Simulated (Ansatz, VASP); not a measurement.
Two plane-wave programs on Pd

File INCAR:

```
ALGO = Normal ; EDIFF = 1E-7
ENCUT = 520 ; GGA = PE
ISIF = 2 ; ISMEAR = -1
LASPH = T ; LCHARG = F
LREAL = F ; LWAVE = F
NBANDS = 17 ; NELM = 100
PREC = Accurate ; SIGMA = 0.1
```

Contents of KPOINTS:

```
k-points
0
Gamma
  17 17 9
```

POSCAR

```
Pd
1.0
    2.4437680648      0.0000000000      0.0000000000
   -1.2218840324      2.1163652251      0.0000000000
    0.0000000000      0.0000000000      4.0572356270
Pd
2
Direct
    0.3333333333      0.6666666667      0.2500000000
    0.6666666667      0.3333333333      0.7500000000
```

Input for Ansatz:

```yaml
crystal:
  lattice:
    - [2.4437680648, 0.0, 0.0]
    - [-1.2218840324, 2.1163652251, 0.0]
    - [0.0, 0.0, 4.057235627]
  atoms:
    - { symbol: Pd, position: [0.3333333333, 0.6666666667, 0.25] }
    - { symbol: Pd, position: [0.6666666667, 0.3333333333, 0.75] }
kpoints:
  mp_grid: { grid: [17, 17, 9] }
scf:
  occupations: { method: fermi_dirac, width: 0.1 }
hamiltonian:
  xc: pbe
  pseudopotentials: { kind: paw }
output:
  forces: true
  stress: true
  eigenvalues: true
  populations: true
```

Change from the starting cell: volume scaled by 0.68, PAW files.

Alike in both runs: task single point; functional PBE; k mesh 17 × 17 × 9; occupations fermi-dirac, width 0.1 eV; no spin polarisation.

|  | VASP | Ansatz |
| --- | --- | --- |
| version | VASP 6.6.1 | Ansatz 0.2.0 |
| potentials or method | VASP PAW PBE potentials, release 64 (Pd) | PAW with Ansatz's default frozen-core files, scalar-relativistic |
| plane-wave cutoff (eV) | 520 | 420 |
| valence electrons in the cell | 20 | 36 |

|  | VASP | Ansatz | Ansatz less VASP |
| --- | --- | --- | --- |
| pressure (GPa) | 177.7 | 177.9 | +0.19 |
| largest component of the traceless stress (GPa) | 0.06 | 0.05 | -0.016 |

The two sets of potentials don't hold the same shells in valence.

Caveats: the cell as given lies far from equilibrium; so large a pressure means that the cell lies far from this level's equilibrium, or that cutoff or potentials fall short (VASP).
